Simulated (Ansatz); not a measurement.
# AlN (F-43m) in Ansatz: further runs

One crystal, AlN, is run at these levels: HISS; tasks: band structure, single point, equation of state.

All numbers are computed with Ansatz 0.2.0; they aren't measurements. Logs are shortened: lines on timing, memory, paths and dates and some standing lists are left out, and cuts for length are marked.

**1. The crystal as given**

It takes space group F-43m (No. 216, cubic). The conventional cell has a = 4.368 Å, b = 4.368 Å, c = 4.368 Å, α = 90.00°, β = 90.00°, γ = 90.00°. Around Al (site symmetry -43m) lie 4 N at 1.89 Å. N (site symmetry -43m) has 4 Al at 1.89 Å as nearest neighbours.

Measurements of this composition are mostly on another form, of space group No. 186.

**2. Band structure, HISS**

Contents of input.yaml:

```yaml
crystal:
  lattice:
    - [0.0, 2.1839935596, 2.1839935596]
    - [2.1839935596, 0.0, 2.1839935596]
    - [2.1839935596, 2.1839935596, 0.0]
  atoms:
    - { symbol: Al, position: [0.0, 0.0, 0.0] }
    - { symbol: "N", position: [0.25, 0.25, 0.25] }
hamiltonian:
  xc: hiss
  pseudopotentials: { kind: paw }
kpoints:
  mp_grid: { grid: [6, 6, 6] }
  band_path:
    path:
      - [[0.0, 0.0, 0.0], [0.5, 0.0, 0.5], [0.5, 0.25, 0.75], [0.375, 0.375, 0.75], [0.0, 0.0, 0.0], [0.5, 0.5, 0.5], [0.625, 0.25, 0.625], [0.5, 0.25, 0.75], [0.5, 0.5, 0.5], [0.375, 0.375, 0.75]]
      - [[0.625, 0.25, 0.625], [0.5, 0.0, 0.5]]
    npoints: 4
scf:
  occupations: { method: fermi_dirac, width: 0.05 }
  exx: { singularity: none }
  n_extra_bands: 6
output:
  forces: true
  stress: true
  eigenvalues: true
  fatbands: false
```

Potentials or basis: Ansatz PAW.

Launch:

```console
$ ansatz run input.yaml --threads 2 --pin off --max-ram 5632MiB --backend cpu --events-out ev --progress --plain --runs-dir out
```

Output:

```text
[... 2 lines left out ...]
Warning: RAYON_NUM_THREADS=2 ignored (pool sized by the plan → 2); use --threads N
scf.n_extra_bands = 6 over 4 filled bands (N_el = 8.0): the run solves 10 bands
Engine: ansatz 0.2.0, aarch64-unknown-linux-gnu
Pseudopotentials: kind: paw
Pseudopotential: Al, paw, valence charge 3, recommended cutoff 420 eV (normal), Al.paw.azcp
Pseudopotential: N, paw, valence charge 5, recommended cutoff 420 eV (normal), N.paw.azcp
Functional definition: HISS
  parameter a = 0.6
  parameter omega_sr = 0.84/bohr
  parameter omega_lr = 0.20/bohr
  exchange = wpbe_x - a*(pbe_x_sr(omega_lr) - pbe_x_sr(omega_sr)) + a*(exact_x_sr(omega_lr) - exact_x_sr(omega_sr))
  correlation = pbe_c
Crystal: 2 atoms, lattice volume = 20.835 Å³
Basis set: ecut = 420 eV, 411 PW (Γ), exchange–correlation on 48×48×48 points (8 copies of the dense FFT grid, shifted against one another)
Bands: 10, of which v1, the nominal top of the filled ones, is band 4 counted from 1 (3 counted from 0)
Symmetry: 24 space group operations
Space group: F-43m (ITA 216), of the structure as read, at distance tolerance 2.8e-5 Å
k-points: 16 of 216 (time reversal used)
Non-local potential: Al, projectors of the file, l = 0: 2, l = 1: 2, l = 2: 1
Non-local potential: N, projectors of the file, l = 0: 2, l = 1: 2, l = 2: 1
PAW form: soft (Blöchl's): semilocal exchange-correlation on the pseudo side does not see the compensation charge
PAW frozen core: Al, regenerated for the run's functional, and the local potential with it (the file was generated under x = pbe(κ = 0.804, μ = 0.2195149727645171), c = pbe(β = 0.06672455060314922))
PAW frozen core: N, regenerated for the run's functional, and the local potential with it (the file was generated under x = pbe(κ = 0.804, μ = 0.2195149727645171), c = pbe(β = 0.06672455060314922))
PAW one-centre angular grid: Al, 110 points (default); XC on 64 Gauss nodes
PAW one-centre angular grid: N, 110 points (default); XC on 64 Gauss nodes
Initial density: superposition of atomic densities (neutral atoms: chi_scale 0, normalization atom), corrected by the library's trained network
Initial wavefunctions: pseudopotential atomic-orbital guess
Functional: x = wpbeh, c = pbe(β = 0.06672455060314922), warm-up for x = wpbeh + 0.6 (exact − pbe) at middle range (ω = 1.5873699446856468 to 0.37794522492515403 Å⁻¹), c = pbe(β = 0.06672455060314922)
SCF iter   1: F=—  HF=-924.958980 eV  |F-HF|=—  |Δ(HF+E_count)|=         —  Δρ=4.69e-3  dr2=4.03e-3  ethr=1.77e-3  ⟨swp⟩=8.4  Hψ=819  notcnv=0
preconditioner: auto → none  [insulator: Δε(μ)=3.444 eV  Ē_g=17.883 eV  σ=0.050 eV  W_gap=1.00  n_scr=0 (ndim 8)  ℏωp=23.0 eV  f_vac=0.000  D(μ)=0.00/eV (n_scr^D=0)]
SCF iter   2: F=-924.957674 eV  HF=-924.957985 eV  |F-HF|=3.11e-4  |Δ(HF+E_count)|=   9.94e-4  Δρ=1.48e-3  dr2=4.31e-4  ethr=5.04e-5  ⟨swp⟩=3.4  Hψ=312  notcnv=0  defer=9
SCF 1 stopped early in 2 iterations: F = -924.957674 eV  dr2 = 4.31e-4
Initial density: handed on by an earlier stage of this run
Initial wavefunctions: those handed on with the density
Functional: x = wpbeh + 0.6 (exact − pbe) at middle range (ω = 1.5873699446856468 to 0.37794522492515403 Å⁻¹), c = pbe(β = 0.06672455060314922)
Exchange kernel: α = 0.0000 at short range, 0.6000 at middle range (ω = 1.5874, 0.3779 Å⁻¹), several ranges, finite q→0 limit: no correction, no radius, q-mesh 6×6×6, nearest image of the exchange supercell L = 18.53 Å, pair-density grid 15×15×15, without the augmentation charges, whose exchange is taken in its separable form by FFT convolution over the k-point mesh (sized by the pseudopotential files, 18×18×18 at the most), smooth part of the exact exchange by density-matrix convolution
Frozen-core exchange: fock
SCF iter   1: F=—  HF=-926.483096 eV  |F-HF|=—  |Δ(HF+E_count)|=         —  Δρ=9.15e-3  dr2=2.42e-2  ethr=5.39e-5  ⟨swp⟩=5.1  Hψ=682  notcnv=0
preconditioner: auto → none  [insulator: Δε(μ)=5.336 eV  Ē_g=21.422 eV  σ=0.050 eV  W_gap=1.00  n_scr=0 (ndim 8)  ℏωp=23.0 eV  f_vac=0.000  D(μ)=0.00/eV (n_scr^D=0)]
SCF iter   2: F=—  HF=-926.475527 eV  |F-HF|=—  |Δ(HF+E_count)|=   7.57e-3  Δρ=5.17e-3  dr2=3.85e-3  ethr=5.39e-5  ⟨swp⟩=3.0  Hψ=422  notcnv=0
SCF iter   3: F=—  HF=-926.483796 eV  |F-HF|=—  |Δ(HF+E_count)|=   8.27e-3  Δρ=2.59e-3  dr2=1.27e-3  ethr=3.07e-5  ⟨swp⟩=2.2  Hψ=236  notcnv=0  defer=1
iter 4 solved again at ethr=1.37e-6 eV; its pass at ethr=1.42e-5 eV (dr2=1.10e-4 eV) is discarded
SCF iter   4: F=—  HF=-926.483431 eV  |F-HF|=—  |Δ(HF+E_count)|=   3.65e-4  Δρ=9.50e-4  dr2=1.73e-4  ethr=1.37e-6  ⟨swp⟩=2.2  Hψ=457  notcnv=0
SCF iter   5: F=—  HF=-926.483636 eV  |F-HF|=—  |Δ(HF+E_count)|=   2.05e-4  Δρ=4.15e-4  dr2=5.66e-5  ethr=1.37e-6  ⟨swp⟩=2.0  Hψ=224  notcnv=0
SCF iter   6: F=-926.483623 eV  HF=-926.483622 eV  |F-HF|=1.06e-6  |Δ(HF+E_count)|=   1.37e-5  Δρ=2.37e-5  dr2=6.26e-7  ethr=5.18e-7  ⟨swp⟩=2.6  Hψ=237  notcnv=0
SCF 2 stopped early in 6 iterations: F = -926.483623 eV  dr2 = 6.26e-7
hybrid outer 1: dexx = +1.007e-2 eV, tail = 5.84e-6 eV
Exchange kernel: α = 0.0000 at short range, 0.6000 at middle range (ω = 1.5874, 0.3779 Å⁻¹), several ranges, finite q→0 limit: no correction, no radius, q-mesh 6×6×6, nearest image of the exchange supercell L = 18.53 Å, pair-density grid 15×15×15, without the augmentation charges, whose exchange is taken in its separable form by FFT convolution over the k-point mesh (sized by the pseudopotential files, 18×18×18 at the most), smooth part of the exact exchange by density-matrix convolution
Frozen-core exchange: fock
SCF iter   1: F=—  HF=-926.483553 eV  |F-HF|=—  |Δ(HF+E_count)|=         —  Δρ=1.73e-5  dr2=4.42e-8  ethr=3.65e-7  ⟨swp⟩=5.3  Hψ=512  notcnv=0
preconditioner: auto → none  [insulator: Δε(μ)=5.305 eV  Ē_g=21.363 eV  σ=0.050 eV  W_gap=1.00  n_scr=0 (ndim 8)  ℏωp=23.0 eV  f_vac=0.000  D(μ)=0.00/eV (n_scr^D=0)]
SCF iter   2: F=-926.483553 eV  HF=-926.483553 eV  |F-HF|=7.27e-10  |Δ(HF+E_count)|=   6.11e-8  Δρ=8.60e-6  dr2=1.12e-8  ethr=4.71e-10  ⟨swp⟩=3.9  Hψ=320  notcnv=0
SCF 3 converged in 2 iterations: F = -926.483553 eV  dr2 = 1.12e-8
  Residual-converged pass: ⟨swp⟩=3.1  Hψ=273  notcnv=0  max |occ|·‖R‖ = 2.2e-6 eV (tolerance 2.4e-6 eV)  dr2=1.13e-8  dr2_onsite=1.45e-9  max |Δocc| = 0.0e0
hybrid outer 2: dexx = +4.090e-8 eV, tail = 2.59e-8 eV, Δε = 1.08e-3 eV (about 8.85e-5 eV left of the loop's levels)
NSCF: frozen V_eff on 42 k-points
hybrid SCF converged: 2 outer / 8 inner (+2 warm-up), last move |dexx| = 4.09e-8 eV, tail = 2.59e-8 eV
Stability not checked: this state was not tested for a lower state beside it, because the functional holds exact exchange (a hybrid, or Hartree-Fock), whose exchange loop this test does not read (fock_operator; see scf.lower_state_search)
Free energy (F): -926.483553 eV
Frozen-core exchange: fock
Harris-Foulkes:  -926.483553 eV  (|F-HF|=7.27e-10)
Internal energy: -926.483553 eV  (E = F + TS)
E sigma→0 (E₀):  -926.483553 eV
Fermi energy:    8.168776 eV
--- Per-component energies (eV) ---
  E_band       = -2.265913
  E_kinetic    = 160.896195
  E_local      = -224.263578  (includes V_loc(G=0)·N_el)
  E_nonlocal   = 54.253531
  E_hartree    = 78.727717
  E_xc         = -76.303307
  E_vxc        = -82.445028  (∫ρ·V_xc dr)
  E_exx        = -23.856359  (= α·E_x^exact, valence–valence)
  E_paw        = -599.317982  (= ΣΔE_a)
  E_vpaw       = -20.450051  (= ΣTr[D̂ρ^β])
  E_aug_tail   = 0.000099  (compensation charges beyond the density's cutoff)
  E_ewald      = -296.603555
  E_core_change = -0.016312  (= ΣΔE_core)
  E_smearing   = -0.000000  (= −TS)
  E_closure    = -0.000001  (closes the sum)
  Σ components = -926.483553   (vs F -926.483553, Δ=-1.14e-13)
--- Forces (eV/Å), atoms counted from 1 ---
  atom   1  Al     0.00000000    -0.00000000     0.00000000
  atom   2  N     -0.00000000     0.00000000     0.00000000
  max |Σ_I F_I| component: 2.22e-16 eV/Å
--- Stress (GPa, compression-positive) ---
       -3.271576       0.000000      -0.000000
        0.000000      -3.271576       0.000000
       -0.000000       0.000000      -3.271576
  P = ⅓ Tr σ = -3.2716 GPa (-32.716 kbar)
--- Band table (eV; the first three rows and the last of 16) ---
  k-point 0: bands = ["-11.9066", "5.5070", "5.5070", "5.5070", "12.0920", "20.7790", "20.7790", "20.7790", "25.9867", "25.9867"]
  k-point 1: bands = ["-11.4467", "3.5506", "5.3569", "5.3569", "13.5270", "19.8630", "20.9706", "20.9706", "24.1007", "24.1007"]
  k-point 2: bands = ["-10.3092", "0.4661", "5.0814", "5.0814", "15.0094", "18.6473", "19.8263", "19.8263", "25.7290", "25.9721"]
  k-point 15: bands = ["-8.7653", "0.6655", "2.3795", "2.7908", "12.8326", "18.3167", "21.3936", "21.6760", "25.3440", "28.7785"]
```

Wall time 73 s (2 threads of Arm Neoverse V1, shared host); peak memory 0.63 GiB.

What came out:

| Property | Result |
| --- | --- |
| Free energy | -926.4836 eV |
| Pressure | -3.3 GPa |
| Band gap on the k mesh | 5.30 eV, indirect (least direct gap 6.59 eV) |
| Band gap along the path | 5.30 eV, indirect (least direct gap 6.59 eV) |

Levels at the corners of the path, in eV from the valence-band top:
```
point  band 1  band 2  band 3  band 4  band 5  band 6  band 7  band 8
    Γ  -17.41    0.00    0.00    0.00    6.59   15.27   15.27   15.27
    X  -14.32   -5.52   -2.03   -2.03    5.30   10.94   17.30   19.00
    W  -14.26   -4.22   -3.88   -2.91    8.19   13.98   14.77   15.24
    K  -14.34   -4.77   -4.02   -1.57    7.27   12.65   16.25   17.13
    Γ  -17.41    0.00    0.00    0.00    6.59   15.27   15.27   15.27
    L  -15.05   -6.55   -0.55   -0.55    9.86   12.62   13.67   13.67
    U  -14.34   -4.77   -4.02   -1.57    7.27   12.65   16.25   17.13
    W  -14.26   -4.22   -3.88   -2.91    8.19   13.98   14.77   15.24
    L  -15.05   -6.55   -0.55   -0.55    9.86   12.62   13.67   13.67
    K  -14.34   -4.77   -4.02   -1.57    7.27   12.65   16.25   17.13
    U  -14.34   -4.77   -4.02   -1.57    7.27   12.65   16.25   17.13
    X  -14.32   -5.52   -2.03   -2.03    5.30   10.94   17.30   19.00
```

Caveat: the pressure holds a Pulay correction of +0.4 GPa for the finite cutoff; the PAW data sets come from PBE, with cores solved anew for the run's functional, which leaves a small shift of forces and pressure; the thresholds are loose for stress.

**3. Single point, HISS, 9.79 Å³/atom (volume scaled by 0.94)**

Contents of input.yaml:

```yaml
crystal:
  lattice:
    - [0.0, 2.1394097525, 2.1394097525]
    - [2.1394097525, 0.0, 2.1394097525]
    - [2.1394097525, 2.1394097525, 0.0]
  atoms:
    - { symbol: Al, position: [0.0, 0.0, 0.0] }
    - { symbol: "N", position: [0.25, 0.25, 0.25] }
hamiltonian:
  xc: hiss
  pseudopotentials: { kind: paw }
kpoints:
  mp_grid: { grid: [5, 5, 5] }
scf:
  occupations: { method: fermi_dirac, width: 0.05 }
  exx: { singularity: none }
output:
  forces: true
  stress: true
  eigenvalues: true
```

Potentials or basis: Ansatz PAW.

Launch:

```console
$ ansatz run input.yaml --threads 2 --pin off --max-ram 5632MiB --backend cpu --events-out ev --progress --plain --runs-dir out
```

Wall time 5 s (2 threads of Arm Neoverse V1, shared host); peak memory 0.47 GiB.

Results (log left out):

* Free energy: -926.4506 eV
* Pressure: 11.4 GPa
* Band gap on the k mesh: 6.05 eV, indirect (least direct gap 7.24 eV)

Caveat: the k mesh is coarse (spacing up to 0.51 Å⁻¹), so the values aren't converged, least of all with exact exchange; odd divisions of the mesh miss points on the zone boundary, where band edges often lie, so the gap on the mesh can be too wide; the pressure holds a Pulay correction of +0.4 GPa for the finite cutoff; the PAW data sets come from PBE, with cores solved anew for the run's functional, which leaves a small shift of forces and pressure; the thresholds are loose for stress.

**4. Single point, HISS, 10.00 Å³/atom (volume scaled by 0.96)**

input.yaml, as its differences from that of step 3:

```diff
@@ -2,5 +2,5 @@
   lattice:
-    - [0.0, 2.1394097525, 2.1394097525]
-    - [2.1394097525, 0.0, 2.1394097525]
-    - [2.1394097525, 2.1394097525, 0.0]
+    - [0.0, 2.1544765148, 2.1544765148]
+    - [2.1544765148, 0.0, 2.1544765148]
+    - [2.1544765148, 2.1544765148, 0.0]
   atoms:
```

Launch:

```console
$ ansatz run input.yaml --threads 2 --pin off --max-ram 5632MiB --backend cpu --events-out ev --progress --plain --runs-dir out
```

Wall time 5 s (2 threads of Arm Neoverse V1, shared host); peak memory 0.46 GiB.

It converged, with:

| Item | Value |
| --- | --- |
| Free energy | -926.4731 eV |
| Pressure | 6.0 GPa |
| Band gap on the k mesh | 6.01 eV, indirect (least direct gap 7.01 eV) |

Caveat: the k mesh is coarse (spacing up to 0.51 Å⁻¹), so the values aren't converged, least of all with exact exchange; odd divisions of the mesh miss points on the zone boundary, where band edges often lie, so the gap on the mesh can be too wide; the pressure holds a Pulay correction of +0.5 GPa for the finite cutoff; the PAW data sets come from PBE, with cores solved anew for the run's functional, which leaves a small shift of forces and pressure; the thresholds are loose for stress.

**5. Single point, HISS, 10.21 Å³/atom (volume scaled by 0.98)**

input.yaml, as its differences from that of step 4:

```diff
@@ -2,5 +2,5 @@
   lattice:
-    - [0.0, 2.1544765148, 2.1544765148]
-    - [2.1544765148, 0.0, 2.1544765148]
-    - [2.1544765148, 2.1544765148, 0.0]
+    - [0.0, 2.169335443, 2.169335443]
+    - [2.169335443, 0.0, 2.169335443]
+    - [2.169335443, 2.169335443, 0.0]
   atoms:
```

Launch:

```console
$ ansatz run input.yaml --threads 2 --pin off --max-ram 5632MiB --backend cpu --events-out ev --progress --plain --runs-dir out
```

Wall time 5 s (2 threads of Arm Neoverse V1, shared host); peak memory 0.47 GiB.

The run converged. Its results:

* Free energy: -926.4823 eV
* Pressure: 1.2 GPa
* Band gap on the k mesh: 5.97 eV, indirect (least direct gap 6.80 eV)

Caveat: the k mesh is coarse (spacing up to 0.50 Å⁻¹), so the values aren't converged, least of all with exact exchange; odd divisions of the mesh miss points on the zone boundary, where band edges often lie, so the gap on the mesh can be too wide; the pressure holds a Pulay correction of +0.5 GPa for the finite cutoff; the PAW data sets come from PBE, with cores solved anew for the run's functional, which leaves a small shift of forces and pressure; the thresholds are loose for stress.

**6. Single point, HISS, 10.42 Å³/atom**

input.yaml, as its differences from that of step 5:

```diff
@@ -2,5 +2,5 @@
   lattice:
-    - [0.0, 2.169335443, 2.169335443]
-    - [2.169335443, 0.0, 2.169335443]
-    - [2.169335443, 2.169335443, 0.0]
+    - [0.0, 2.1839935596, 2.1839935596]
+    - [2.1839935596, 0.0, 2.1839935596]
+    - [2.1839935596, 2.1839935596, 0.0]
   atoms:
```

Potentials or basis: Ansatz PAW.

Launch:

```console
$ ansatz run input.yaml --threads 2 --pin off --max-ram 5632MiB --backend cpu --events-out ev --progress --plain --runs-dir out
```

Run time: 5.6 s. Hardware: 2 threads of Arm Neoverse V1, shared host; peak memory 0.49 GiB.

It converged, with:

- Free energy: -926.4797 eV
- Pressure: -3.2 GPa
- Band gap on the k mesh: 5.93 eV, indirect (least direct gap 6.59 eV)

Caveat: the k mesh is coarse (spacing up to 0.50 Å⁻¹), so the values aren't converged, least of all with exact exchange; odd divisions of the mesh miss points on the zone boundary, where band edges often lie, so the gap on the mesh can be too wide; the pressure holds a Pulay correction of +0.4 GPa for the finite cutoff; the PAW data sets come from PBE, with cores solved anew for the run's functional, which leaves a small shift of forces and pressure; the thresholds are loose for stress.

**7. Single point, HISS, 10.63 Å³/atom (volume scaled by 1.02)**

input.yaml, as its differences from that of step 6:

```diff
@@ -2,5 +2,5 @@
   lattice:
-    - [0.0, 2.1839935596, 2.1839935596]
-    - [2.1839935596, 0.0, 2.1839935596]
-    - [2.1839935596, 2.1839935596, 0.0]
+    - [0.0, 2.1984575146, 2.1984575146]
+    - [2.1984575146, 0.0, 2.1984575146]
+    - [2.1984575146, 2.1984575146, 0.0]
   atoms:
```

Launch:

```console
$ ansatz run input.yaml --threads 2 --pin off --max-ram 5632MiB --backend cpu --events-out ev --progress --plain --runs-dir out
```

It took 5.7 s on 2 threads of Arm Neoverse V1, shared host; peak memory 0.49 GiB.

Results (log left out):

```
Free energy            : -926.4657 eV
Pressure               : -7.3 GPa
Band gap on the k mesh : 5.89 eV, indirect (least direct gap 6.38 eV)
```

Caveat: the k mesh is coarse (spacing up to 0.50 Å⁻¹), so the values aren't converged, least of all with exact exchange; odd divisions of the mesh miss points on the zone boundary, where band edges often lie, so the gap on the mesh can be too wide; the pressure holds a Pulay correction of +0.4 GPa for the finite cutoff; the PAW data sets come from PBE, with cores solved anew for the run's functional, which leaves a small shift of forces and pressure; the thresholds are loose for stress.

**8. Single point, HISS, 10.83 Å³/atom (volume scaled by 1.04)**

input.yaml, as its differences from that of step 7:

```diff
@@ -2,5 +2,5 @@
   lattice:
-    - [0.0, 2.1984575146, 2.1984575146]
-    - [2.1984575146, 0.0, 2.1984575146]
-    - [2.1984575146, 2.1984575146, 0.0]
+    - [0.0, 2.2127336128, 2.2127336128]
+    - [2.2127336128, 0.0, 2.2127336128]
+    - [2.2127336128, 2.2127336128, 0.0]
   atoms:
```

Launch:

```console
$ ansatz run input.yaml --threads 2 --pin off --max-ram 5632MiB --backend cpu --events-out ev --progress --plain --runs-dir out
```

Wall time 5.8 s (2 threads of Arm Neoverse V1, shared host); peak memory 0.53 GiB.

Results (log left out):

```
Free energy            : -926.4419 eV
Pressure               : -11.0 GPa
Band gap on the k mesh : 5.85 eV, indirect (least direct gap 6.19 eV)
```

Caveat: the k mesh is coarse (spacing up to 0.49 Å⁻¹), so the values aren't converged, least of all with exact exchange; odd divisions of the mesh miss points on the zone boundary, where band edges often lie, so the gap on the mesh can be too wide; the pressure holds a Pulay correction of +0.4 GPa for the finite cutoff; the PAW data sets come from PBE, with cores solved anew for the run's functional, which leaves a small shift of forces and pressure; the thresholds are loose for stress.

**9. Single point, HISS, 11.04 Å³/atom (volume scaled by 1.06)**

input.yaml, as its differences from that of step 8:

```diff
@@ -2,5 +2,5 @@
   lattice:
-    - [0.0, 2.2127336128, 2.2127336128]
-    - [2.2127336128, 0.0, 2.2127336128]
-    - [2.2127336128, 2.2127336128, 0.0]
+    - [0.0, 2.2268278375, 2.2268278375]
+    - [2.2268278375, 0.0, 2.2268278375]
+    - [2.2268278375, 2.2268278375, 0.0]
   atoms:
```

Potentials or basis: Ansatz PAW.

Launch:

```console
$ ansatz run input.yaml --threads 2 --pin off --max-ram 5632MiB --backend cpu --events-out ev --progress --plain --runs-dir out
```

Run time: 5.8 s. Hardware: 2 threads of Arm Neoverse V1, shared host; peak memory 0.53 GiB.

Results (log left out):

* Free energy: -926.4094 eV
* Pressure: -14.2 GPa
* Band gap on the k mesh: 5.81 eV, indirect (least direct gap 6.00 eV)

Caveat: the k mesh is coarse (spacing up to 0.49 Å⁻¹), so the values aren't converged, least of all with exact exchange; odd divisions of the mesh miss points on the zone boundary, where band edges often lie, so the gap on the mesh can be too wide; the pressure holds a Pulay correction of +0.4 GPa for the finite cutoff; the PAW data sets come from PBE, with cores solved anew for the run's functional, which leaves a small shift of forces and pressure; the thresholds are loose for stress.

**10. Equation of state, HISS**

Potentials or basis: Ansatz PAW.

No new run: the results of the series are fitted here.

What came out:

* Equilibrium volume: 10.26 Å³/atom
* Bulk modulus: 223 GPa
* Pressure derivative of the bulk modulus: 3.9 (rough: it moves with the points fitted)

Energy against volume, from the lowest point:
| volume (Å³/atom) | energy (meV/atom) |
| --- | --- |
| 9.792 | 15.86 |
| 10.001 | 4.61 |
| 10.209 | 0.00 |
| 10.417 | 1.30 |
| 10.626 | 8.30 |
| 10.834 | 20.21 |
| 11.042 | 36.48 |

Caveat: the k mesh is coarse (spacing up to 0.50 Å⁻¹), so the values aren't converged, least of all with exact exchange; the PAW data sets were made with another functional, which shifts forces and pressure a little.
